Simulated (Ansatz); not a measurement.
# Titanium, hcp under LDA: from relaxation to bulk modulus, part 2 of 2

What does LDA give for titanium in the hcp structure? We relax it, solve it on a dense k-mesh, switch on spin-orbit coupling, then scale the cell to 7 volumes from 88 to 112 % of the relaxed one and try a fit of the equation of state. The k-meshes are 12×12×7 for the relaxation; 21×21×12 for the dense run; 13×13×7 for spin-orbit coupling; 21×21×12 for the volumes. The starting cell is the deposited one, from the Crystallography Open Database.

Ansatz 0.2.0; DFT, LDA (PW92), plane waves (420 eV) with PAW, scalar-relativistic. Earlier steps stand in the parts before.

## 6. The cell scaled to 92 % of its volume

Input file input.yaml:

```yaml
crystal:
  lattice:
    - [2.7853678513, 0.0, 0.0]
    - [-1.3926839256, 2.4121993181, 0.0]
    - [0.0, 0.0, 4.4155477409]
  atoms:
    - { symbol: Ti, position: [0.3333333333, 0.6666666667, 0.25] }
    - { symbol: Ti, position: [0.6666666667, 0.3333333333, 0.75] }
hamiltonian:
  xc: lda
  pseudopotentials:
    kind: paw
    azcp:
      Ti: "pseudopotentials/Ti.paw.azcp"
basis:
  ecutwfc: 420
  fft_grid_basis: typed
kpoints:
  mp_grid: { grid: [21, 21, 12], shift: [0, 0, 0] }
magnetization:
  spin_polarized: false
scf:
  occupations: { method: fermi_dirac, width: 0.1 }
output:
  stress: true
```

What it wrote (excerpt; [...] marks lines left out):

```text
Warning: <dir> the record states the generating functional pbe (its physics header spells it `PBE`), which answers neither for hamiltonian.xc's functional nor for the lda family's — results may be inconsistent (PPs are generated against a specific XC)
Warning: RAYON_NUM_THREADS=4 ignored (pool sized by the plan → 4); use --threads N
[...]
Pseudopotentials: kind: paw
Pseudopotential: Ti, paw, valence charge 12, recommended cutoff 420 eV (normal), <dir>
Functional definition: SPW92
[...]
Crystal: 2 atoms, lattice volume = 29.667 Å³
Basis set: ecut = 420 eV, 579 PW (Γ)
Bands: 16, of which v1, the nominal top of the filled ones, is band 12 counted from 1 (11 counted from 0)
Symmetry: 24 space group operations
Space group: P63/mmc (ITA 194), of the structure as read, at distance tolerance 3.1e-5 Å
k-points: 336 of 5292
[...]
SCF iter   1: F=—  HF=-4900.548472 eV  |F-HF|=—  |Δ(HF+E_count)|=         —  Δρ=6.48e-3  dr2=5.55e-3  ethr=1.77e-3  ⟨swp⟩=4.5  Hψ=50649  notcnv=0  defer=20
[...]
SCF iter   6: F=-4900.546489 eV  HF=-4900.546489 eV  |F-HF|=4.18e-11  |Δ(HF+E_count)|=  3.60e-10  Δρ=5.36e-7  dr2=4.40e-11  ethr=3.84e-11  ⟨swp⟩=2.0  Hψ=19399  notcnv=0
[...]
SCF converged after 6 iterations
Free energy (F): -4900.546489 eV
[...]
E sigma→0 (E₀):  -4900.512769 eV
Entropy (-TS):   -0.067438 eV (-33.719 meV/atom)
Fermi energy:    15.691486 eV
[...]
--- Stress (GPa, compression-positive) ---
       11.942915       0.000000      -0.000000
        0.000000      11.942915       0.000000
       -0.000000       0.000000      12.403883
  P = ⅓ Tr σ = 12.0966 GPa (120.966 kbar)
```

Wall time 5 s (4 threads of an Arm CPU, shared host); peak memory 0.5 GiB.

## 7. The cell scaled to 96 % of its volume

Edit input.yaml of step 6 so:

```diff
@@ -2,5 +2,5 @@
   lattice:
-    - [2.7853678513, 0.0, 0.0]
-    - [-1.3926839256, 2.4121993181, 0.0]
-    - [0.0, 0.0, 4.4155477409]
+    - [2.8251641973, 0.0, 0.0]
+    - [-1.4125820987, 2.4466639647, 0.0]
+    - [0.0, 0.0, 4.4786355178]
   atoms:
```

What it wrote (excerpt; [...] marks lines left out):

```text
Warning: <dir> the record states the generating functional pbe (its physics header spells it `PBE`), which answers neither for hamiltonian.xc's functional nor for the lda family's — results may be inconsistent (PPs are generated against a specific XC)
Warning: RAYON_NUM_THREADS=4 ignored (pool sized by the plan → 4); use --threads N
[...]
[... 3 set-up lines as earlier in the session ...]
[...]
Crystal: 2 atoms, lattice volume = 30.957 Å³
Basis set: ecut = 420 eV, 603 PW (Γ)
Bands: 16, of which v1, the nominal top of the filled ones, is band 12 counted from 1 (11 counted from 0)
[... 2 set-up lines as earlier in the session ...]
k-points: 336 of 5292
[...]
SCF iter   1: F=—  HF=-4900.618361 eV  |F-HF|=—  |Δ(HF+E_count)|=         —  Δρ=6.48e-3  dr2=5.62e-3  ethr=1.77e-3  ⟨swp⟩=4.5  Hψ=50472  notcnv=0  defer=18
[...]
SCF iter   6: F=-4900.616486 eV  HF=-4900.616486 eV  |F-HF|=8.73e-11  |Δ(HF+E_count)|=   1.77e-9  Δρ=6.48e-7  dr2=8.30e-11  ethr=3.05e-11  ⟨swp⟩=1.2  Hψ=19743  notcnv=0
[...]
SCF converged after 6 iterations
Free energy (F): -4900.616486 eV
[...]
E sigma→0 (E₀):  -4900.581385 eV
Entropy (-TS):   -0.070202 eV (-35.101 meV/atom)
Fermi energy:    14.939634 eV
[...]
--- Stress (GPa, compression-positive) ---
        5.442458      -0.000000       0.000000
       -0.000000       5.442458       0.000000
        0.000000       0.000000       5.584193
  P = ⅓ Tr σ = 5.4897 GPa (54.897 kbar)
```

Wall time 5.2 s (4 threads of an Arm CPU, shared host); peak memory 0.51 GiB.

## 8. The cell scaled to 100 % of its volume

Edit input.yaml of step 7 so:

```diff
@@ -2,5 +2,5 @@
   lattice:
-    - [2.8251641973, 0.0, 0.0]
-    - [-1.4125820987, 2.4466639647, 0.0]
-    - [0.0, 0.0, 4.4786355178]
+    - [2.8638698864, 0.0, 0.0]
+    - [-1.4319349432, 2.4801840748, 0.0]
+    - [0.0, 0.0, 4.539994314]
   atoms:
```

What it wrote (excerpt; [...] marks lines left out):

```text
Warning: <dir> the record states the generating functional pbe (its physics header spells it `PBE`), which answers neither for hamiltonian.xc's functional nor for the lda family's — results may be inconsistent (PPs are generated against a specific XC)
Warning: RAYON_NUM_THREADS=4 ignored (pool sized by the plan → 4); use --threads N
[...]
[... 3 set-up lines as earlier in the session ...]
[...]
Crystal: 2 atoms, lattice volume = 32.247 Å³
Basis set: ecut = 420 eV, 615 PW (Γ)
Bands: 16, of which v1, the nominal top of the filled ones, is band 12 counted from 1 (11 counted from 0)
[... 2 set-up lines as earlier in the session ...]
k-points: 336 of 5292
[...]
SCF iter   1: F=—  HF=-4900.639502 eV  |F-HF|=—  |Δ(HF+E_count)|=         —  Δρ=6.39e-3  dr2=5.59e-3  ethr=1.77e-3  ⟨swp⟩=4.5  Hψ=50417  notcnv=0  defer=7
[...]
SCF iter   6: F=-4900.637785 eV  HF=-4900.637785 eV  |F-HF|=8.19e-11  |Δ(HF+E_count)|=   1.92e-9  Δρ=6.14e-7  dr2=7.92e-11  ethr=2.82e-11  ⟨swp⟩=1.4  Hψ=19797  notcnv=0
[...]
SCF converged after 6 iterations
Free energy (F): -4900.637785 eV
[...]
E sigma→0 (E₀):  -4900.601164 eV
Entropy (-TS):   -0.073241 eV (-36.620 meV/atom)
Fermi energy:    14.244237 eV
[...]
--- Stress (GPa, compression-positive) ---
       -0.005997      -0.000000       0.000000
        0.000000      -0.005997       0.000000
        0.000000       0.000000      -0.086060
  P = ⅓ Tr σ = -0.0327 GPa (-0.327 kbar)
```

Run time: 5.3 s. Hardware: 4 threads of an Arm CPU, shared host; peak memory 0.52 GiB.

## 9. The cell scaled to 104 % of its volume

Edit input.yaml of step 8 so:

```diff
@@ -2,5 +2,5 @@
   lattice:
-    - [2.8638698864, 0.0, 0.0]
-    - [-1.4319349432, 2.4801840748, 0.0]
-    - [0.0, 0.0, 4.539994314]
+    - [2.9015567068, 0.0, 0.0]
+    - [-1.4507783534, 2.5128218186, 0.0]
+    - [0.0, 0.0, 4.5997379325]
   atoms:
```

What it wrote (excerpt; [...] marks lines left out):

```text
Warning: <dir> the record states the generating functional pbe (its physics header spells it `PBE`), which answers neither for hamiltonian.xc's functional nor for the lda family's — results may be inconsistent (PPs are generated against a specific XC)
Warning: RAYON_NUM_THREADS=4 ignored (pool sized by the plan → 4); use --threads N
[...]
[... 3 set-up lines as earlier in the session ...]
[...]
Crystal: 2 atoms, lattice volume = 33.537 Å³
Basis set: ecut = 420 eV, 639 PW (Γ)
Bands: 16, of which v1, the nominal top of the filled ones, is band 12 counted from 1 (11 counted from 0)
[... 2 set-up lines as earlier in the session ...]
k-points: 336 of 5292
[...]
SCF iter   1: F=—  HF=-4900.619794 eV  |F-HF|=—  |Δ(HF+E_count)|=         —  Δρ=6.22e-3  dr2=5.38e-3  ethr=1.77e-3  ⟨swp⟩=4.5  Hψ=50682  notcnv=0
[...]
SCF iter   6: F=-4900.618394 eV  HF=-4900.618394 eV  |F-HF|=4.64e-11  |Δ(HF+E_count)|=   2.29e-9  Δρ=4.86e-7  dr2=5.01e-11  ethr=3.34e-11  ⟨swp⟩=1.1  Hψ=20013  notcnv=0
[...]
SCF converged after 6 iterations
Free energy (F): -4900.618394 eV
[...]
E sigma→0 (E₀):  -4900.580137 eV
Entropy (-TS):   -0.076514 eV (-38.257 meV/atom)
Fermi energy:    13.599124 eV
[...]
--- Stress (GPa, compression-positive) ---
       -4.567153      -0.000000       0.000000
       -0.000000      -4.567153       0.000000
        0.000000       0.000000      -4.800575
  P = ⅓ Tr σ = -4.6450 GPa (-46.450 kbar)
```

It took 5.5 s on 4 threads of an Arm CPU, shared host; peak memory 0.52 GiB.

## 10. The cell scaled to 108 % of its volume

Edit input.yaml of step 9 so:

```diff
@@ -2,5 +2,5 @@
   lattice:
-    - [2.9015567068, 0.0, 0.0]
-    - [-1.4507783534, 2.5128218186, 0.0]
-    - [0.0, 0.0, 4.5997379325]
+    - [2.9382891721, 0.0, 0.0]
+    - [-1.4691445861, 2.5446330667, 0.0]
+    - [0.0, 0.0, 4.657968645]
   atoms:
```

What it wrote (excerpt; [...] marks lines left out):

```text
Warning: <dir> the record states the generating functional pbe (its physics header spells it `PBE`), which answers neither for hamiltonian.xc's functional nor for the lda family's — results may be inconsistent (PPs are generated against a specific XC)
Warning: RAYON_NUM_THREADS=4 ignored (pool sized by the plan → 4); use --threads N
[...]
[... 3 set-up lines as earlier in the session ...]
[...]
Crystal: 2 atoms, lattice volume = 34.827 Å³
Basis set: ecut = 420 eV, 687 PW (Γ)
Bands: 16, of which v1, the nominal top of the filled ones, is band 12 counted from 1 (11 counted from 0)
[... 2 set-up lines as earlier in the session ...]
k-points: 336 of 5292
[...]
SCF iter   1: F=—  HF=-4900.566242 eV  |F-HF|=—  |Δ(HF+E_count)|=         —  Δρ=6.10e-3  dr2=5.31e-3  ethr=1.77e-3  ⟨swp⟩=4.5  Hψ=50614  notcnv=0
[...]
SCF iter   6: F=-4900.565040 eV  HF=-4900.565040 eV  |F-HF|=4.09e-11  |Δ(HF+E_count)|=   2.01e-9  Δρ=4.36e-7  dr2=3.93e-11  ethr=4.04e-11  ⟨swp⟩=1.3  Hψ=20211  notcnv=0
[...]
SCF converged after 6 iterations
Free energy (F): -4900.565040 eV
[...]
E sigma→0 (E₀):  -4900.525043 eV
Entropy (-TS):   -0.079995 eV (-39.997 meV/atom)
Fermi energy:    12.999033 eV
[...]
--- Stress (GPa, compression-positive) ---
       -8.378271       0.000000       0.000000
        0.000000      -8.378271       0.000000
        0.000000       0.000000      -8.718352
  P = ⅓ Tr σ = -8.4916 GPa (-84.916 kbar)
```

Run time: 5.7 s. Hardware: 4 threads of an Arm CPU, shared host; peak memory 0.53 GiB.

## 11. The cell scaled to 112 % of its volume

Edit input.yaml of step 10 so:

```diff
@@ -2,5 +2,5 @@
   lattice:
-    - [2.9382891721, 0.0, 0.0]
-    - [-1.4691445861, 2.5446330667, 0.0]
-    - [0.0, 0.0, 4.657968645]
+    - [2.9741254988, 0.0, 0.0]
+    - [-1.4870627494, 2.575668236, 0.0]
+    - [0.0, 0.0, 4.7147787396]
   atoms:
```

What it wrote (excerpt; [...] marks lines left out):

```text
Warning: <dir> the record states the generating functional pbe (its physics header spells it `PBE`), which answers neither for hamiltonian.xc's functional nor for the lda family's — results may be inconsistent (PPs are generated against a specific XC)
Warning: RAYON_NUM_THREADS=4 ignored (pool sized by the plan → 4); use --threads N
[...]
[... 3 set-up lines as earlier in the session ...]
[...]
Crystal: 2 atoms, lattice volume = 36.117 Å³
Basis set: ecut = 420 eV, 687 PW (Γ)
Bands: 16, of which v1, the nominal top of the filled ones, is band 12 counted from 1 (11 counted from 0)
[... 2 set-up lines as earlier in the session ...]
k-points: 336 of 5292
[...]
SCF iter   1: F=—  HF=-4900.484480 eV  |F-HF|=—  |Δ(HF+E_count)|=         —  Δρ=6.08e-3  dr2=5.48e-3  ethr=1.77e-3  ⟨swp⟩=4.4  Hψ=50584  notcnv=0
[...]
SCF iter   6: F=-4900.483389 eV  HF=-4900.483389 eV  |F-HF|=2.00e-11  |Δ(HF+E_count)|=   1.67e-9  Δρ=3.00e-7  dr2=2.07e-11  ethr=3.67e-11  ⟨swp⟩=2.0  Hψ=20125  notcnv=0
[...]
SCF converged after 6 iterations
Free energy (F): -4900.483389 eV
[...]
E sigma→0 (E₀):  -4900.441552 eV
Entropy (-TS):   -0.083673 eV (-41.836 meV/atom)
Fermi energy:    12.439426 eV
[...]
--- Stress (GPa, compression-positive) ---
      -11.554640      -0.000000       0.000000
        0.000000     -11.554640       0.000000
        0.000000       0.000000     -11.970019
  P = ⅓ Tr σ = -11.6931 GPa (-116.931 kbar)
```

Run time: 5.8 s. Hardware: 4 threads of an Arm CPU, shared host; peak memory 0.53 GiB.

## 12. Energy and pressure against volume

The cell was scaled evenly, with its shape and the fractional positions fixed.

```csv
V (Å³/atom),E − E₀ (meV/atom),P from the stress (GPa),P from the fit (GPa)
14.189,107.7,20.00,19.89
14.834,44.2,12.10,11.93
15.479,9.9,5.49,5.30
16.124,0.0,-0.03,-0.23
16.769,10.5,-4.64,-4.85
17.414,38.1,-8.49,-8.71
18.058,79.8,-11.69,-11.95
```

A third-order Birch-Murnaghan fit gives V₀ = 16.095 Å³/atom, B₀ = 127 GPa and B₀′ = 3.5; it misses no point by more than 0.02 meV/atom.

Fit and stress differ a little: one follows E(σ → 0), the other the smeared free energy.

## 13. What came out

The summary covers parts 1 to 2.

```
                      quantity                                   value
space group (spins left aside)                      P6_3/mmc (No. 194)
             conventional cell  a = 2.864 Å, c = 4.540 Å (c/a = 1.585)
                        volume                          16.124 Å³/atom
             shortest distance                                 2.808 Å
   against the measured volume                 -8.7 % (17.658 Å³/atom)
               gap on the mesh            none (levels filled in part)
                   V₀, B₀, B₀′            16.095 Å³/atom, 127 GPa, 3.5
```

What this shows: The relaxed volume lies 8.7 % below the deposited cell. Levels at the Fermi energy are filled in part, as in a metal. The total energy of the spin-orbit run (on a coarser mesh) lies -65 meV/atom from the scalar one; mesh and treatment of the core enter this figure, so it is no spin-orbit energy. B₀ comes out at 127 GPa; letting shape and positions relax at each volume could only lower it.
